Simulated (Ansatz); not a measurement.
Runs of Ansatz 0.2.0 on Hg. Symmetry: I4/mmm, No. 139, tetragonal system. The conventional cell has a = 3.753 Å, b = 3.753 Å, c = 3.834 Å, α = 90.00°, β = 90.00°, γ = 90.00°. Hg (site symmetry 4/mmm) is surrounded by 12 Hg at 3.27 to 3.75 Å. 

| task | level | potentials or basis | spin | cell | k mesh | cutoff (eV) | smearing | other keys | gap on the mesh (eV) | pressure (GPa) | moment (μB) |
| --- | --- | --- | --- | --- | --- | --- | --- | --- | --- | --- | --- |
| single point | B3LYP5+D3(BJ)-ATM | Ansatz PAW earlier set | off | volume scaled by 0.92 | 7 × 7 × 7 | 690 | gaussian 0.05 eV | hamiltonian.dispersion = d3bjatm; scf.initial_density.chi_scale = 0.3; | none | (a) | - |
| single point | exchange-only PBE | Ansatz PAW | SOC, no magnetisation | cell strained at random at fixed volume | 7 × 8 × 8 | 420 | methfessel-paxton 0.01 eV | - | none | 11.2 | - |
| density of states | HSE06+D3(BJ) | Ansatz PAW | off | as given | 7 × 7 × 7 | 420 | gaussian 0.05 eV | - | none | -3.1 | - |
| atomic charges | revPBE | Ansatz PAW | collinear, zero start | cell strained at random at fixed volume | 8 × 8 × 8 | 420 | methfessel-paxton 0.01 eV | scf.convergence.dr2_threshold = 1e-11; … | none | 3.0 | 0.00 |
| electric field gradients | PBEsol+D3(BJ)-ATM | Ansatz PAW | non-collinear, random start, SOC | cell strained at random at fixed volume | 8 × 8 × 8 | 420 | methfessel-paxton 0.025 eV | - | none | -5.3 | 0.00 |

Question: Estimate the missing entries.

Answer: (a) 2.5.

Caveats: the PAW data sets come from PBE, with cores solved anew for the run's functional, which leaves a small shift of forces and pressure; pairwise dispersion overbinds metals, which lowers pressure and volume (some runs); the thresholds are loose for stress (some runs); the starting moments weren't kept (some runs).

A k mesh can miss the band edges, and rows without SOC leave out spin-orbit coupling on Hg.

A gap of «none» marks a metal or a gap under the smearing width.

Runs at the PBE level aren't shown here.
